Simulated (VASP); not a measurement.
## Al16HO23 (a cell with a defect) (Corundum): single point with PBE

Al16HO23 (a cell with a defect) (Corundum):

```
Al H O
1.0
    -4.76050   -2.74848    4.33187
     4.76050   -2.74848    4.33187
     0.00000    5.49695    4.33187
Al H O
16 1 23
Direct
  0.35216 0.35216 0.35216
  0.85216 0.85216 0.35216
  0.85216 0.35216 0.85216
  0.35216 0.85216 0.85216
  0.14784 0.14784 0.14784
  0.64784 0.64784 0.14784
  0.64784 0.14784 0.64784
  0.14784 0.64784 0.64784
  0.64784 0.64784 0.64784
  0.14784 0.14784 0.64784
  0.14784 0.64784 0.14784
  0.64784 0.14784 0.14784
  0.85216 0.85216 0.85216
  0.35216 0.35216 0.85216
  0.35216 0.85216 0.35216
  0.85216 0.35216 0.35216
  0.59666 0.40334 0.75000
  0.09666 0.90334 0.75000
  0.09666 0.40334 0.25000
  0.59666 0.90334 0.25000
  0.75000 0.59666 0.40334
  0.25000 0.09666 0.40334
  0.25000 0.59666 0.90334
  0.75000 0.09666 0.90334
  0.40334 0.75000 0.59666
  0.90334 0.25000 0.59666
  0.90334 0.75000 0.09666
  0.40334 0.25000 0.09666
  0.40334 0.59666 0.25000
  0.90334 0.09666 0.25000
  0.90334 0.59666 0.75000
  0.40334 0.09666 0.75000
  0.25000 0.40334 0.59666
  0.75000 0.90334 0.59666
  0.75000 0.40334 0.09666
  0.25000 0.90334 0.09666
  0.59666 0.25000 0.40334
  0.09666 0.75000 0.40334
  0.09666 0.25000 0.90334
  0.59666 0.75000 0.90334
```

```
Program                : VASP 6.6.1
Task                   : single point
Functional             : PBE
Potentials or basis    : VASP PAW PBE potentials, release 64 (Al, H, O)
Cutoff                 : 520 eV
k mesh                 : 3 × 3 × 3
Occupations            : fermi-dirac, width 0.01 eV
Spin                   : no spin polarisation
Dipole correction      : no
Charge                 : 1
Further INCAR settings : LREAL = Auto; ALGO = Fast; EDIFF = 1e-06; NBANDS = 120; NELECT = 186.0
```

```json
{
 "Largest force": "2.541 eV/Å",
 "Band gap on the k mesh": "5.35 eV, indirect (least direct gap 5.45 eV)"
}
```

Forces on the atoms (eV/Å):
```
Al   0.287 -0.151 -0.267
Al   0.012 -0.221  0.131
Al  -1.905  0.026  1.682
Al   0.191  0.408 -0.025
Al   0.012  0.221 -0.131
Al   0.287  0.151  0.267
Al  -1.905 -0.026 -1.682
Al   0.191 -0.408  0.025
Al   1.145 -1.621  1.079
Al  -0.211  0.081 -0.135
Al   0.089  0.200  0.248
Al  -0.331  0.436  0.044
Al  -0.211 -0.081  0.135
Al   1.145  1.621 -1.079
Al   0.089 -0.200 -0.248
Al  -0.331 -0.436 -0.044
H    0.149  0.000  0.000
O   -0.079  0.000  0.000
O   -0.033  0.076 -0.024
O   -0.033 -0.076  0.024
O   -0.153  0.736 -0.082
O    0.091  0.004  0.201
O   -0.594 -0.403 -0.157
O    1.317 -0.736  0.060
O   -0.594  0.403  0.157
O    1.317  0.736 -0.060
O    0.091 -0.004 -0.201
O   -0.153 -0.736  0.082
O   -0.139  0.000  0.000
O    0.265  0.000  0.000
O    0.216  0.777 -1.014
O    0.216 -0.777  1.014
O   -0.461  0.097  0.641
O    0.053  0.221  0.098
O    0.248 -0.548 -0.810
O   -0.060 -0.129 -0.034
O    0.248  0.548  0.810
O   -0.060  0.129  0.034
O    0.053 -0.221 -0.098
O   -0.461 -0.097 -0.641
```

Levels at points of the mesh, in eV from the valence-band top:
```
           k point  band 90  band 91  band 92  band 93  band 94  band 95  band 96  band 97
(0.00, 0.00, 0.00)    -0.28    -0.09    -0.08     0.00     5.56     5.98     6.50     6.65
```

It took 15 min on 1 thread of Intel(R) Xeon(R) Platinum 8488C (Sapphire Rapids) (shared host), peak memory 0.51 GiB.

Caveat: the cell carries a net charge on a neutralising background, which shifts energy and pressure; the cell is charged against a uniform background, so pressure and absolute levels hang on convention. A hybrid or GW would open this gap; PBE tends to underestimate it.
